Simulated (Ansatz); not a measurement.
Rows from a G0W0 calculation on InSe (GaSe type monolayer) (Ansatz 0.2.0; G0W0 on PBEsol, plane waves, PAW; 6×6×1 mesh, 243 empty bands, screening to 38 eV), in eV. Spin-orbit coupling is left out.

```
row                      k  band   start       Σx  Σc at the solution      Vxc
  A  (0.000, 0.167, 0.000)    c2  -2.411   -7.488              -3.423  -11.792
  B                      Γ    c1  -4.218   -9.845              -2.717  -13.469
  C  (0.000, 0.167, 0.000)    v1  -6.052  -15.608               1.560  -13.702
  D  (0.000, 0.167, 0.000)    c1  -3.260  -10.544              -2.912  -14.486
  E                      Γ    c2  -3.046   -8.306              -3.295  -12.562
  F                      Γ    v1  -6.133  -15.331               1.562  -13.395
```

Question: Give the quasiparticle energies and the shift of each level.

The quasiparticle equation reads E = start + Σx + Σc(E) − Vxc.

```
row  E (eV)  shift (eV)
  A  -1.530      +0.880
  B  -3.312      +0.907
  C  -6.398      −0.346
  D  -2.229      +1.030
  E  -2.084      +0.961
  F  -6.507      −0.374
```

The gap over the computed points goes from 1.83 eV to 3.09 eV.

Limits: not at the basis limit; coarse mesh for a sheet; no spin-orbit coupling.

[Paths, hosts, dates, memory and timing lines, banners, echoed tables and standing remarks are left out of the program output.]

[Logs are printed without paths, hosts, clocks, repeated set-up lines and the standing remarks that a program may print on its own settings, such as how far it seeks lower states.]

[Runs of the session that timed out or met a known fault of the program may be left out.]

[Cells called generated may have been cut or substituted from an entry of the Crystallography Open Database or the Materials Project.]

[Hosts, paths, dates, database ids (printed as entryN), source tags and the programs' standing remarks are cut or masked in the printed files.]
